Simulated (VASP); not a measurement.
## TiO under changes of volume

One of the cells (10.132 Å³/atom); the others are scaled copies at fixed shape and fractional positions:

```xyz
2
Lattice="2.7263 0.0000 0.0000 0.0000 2.7263 0.0000 0.0000 0.0000 2.7263" Properties=species:S:1:pos:R:3 pbc="T T T"
Ti    0.0000    0.0000    0.0000
O     1.3631    1.3631    1.3631
```

The cell comes from a database or a generator and needn't be the stable form of this composition.

- Program: VASP 6.6.1
- Functional: r2SCAN
- Potentials or basis: VASP PAW PBE potentials, release 64 (Ti_sv, O)
- Cutoff: 520 eV
- k mesh: 10 × 10 × 10
- Occupations: fermi-dirac, width 0.05 eV
- Spin: no spin polarisation

```csv
volume (Å³/atom),energy over the lowest point (meV/atom),pressure (GPa)
9.337,0.00,-6.1
9.536,10.05,-10.9
9.734,25.29,-14.8
10.132,?,?
10.330,96.78,-23.9
10.529,127.65,-26.4
```

Problem. What does the run at 10.132 Å³/atom give?

Solution. Energy over the lowest point 69.14 meV/atom; pressure -21.2 GPa.

Worked out: A Birch-Murnaghan fit of order 3 (a polynomial in V^(-2/3)) to the other rows has its minimum at 9.11 Å³/atom, just outside them, with B0 = V·E''(V) = 251 GPa and B' = 4.6. It gives 69.26 meV/atom at 10.132 Å³/atom, against the run's 69.14, and -dE/dV = -20.9 GPa, against -21.2.

Energies are extrapolated to zero smearing.

Caveats: the PAW data sets were made with another functional, which shifts forces and pressure a little.
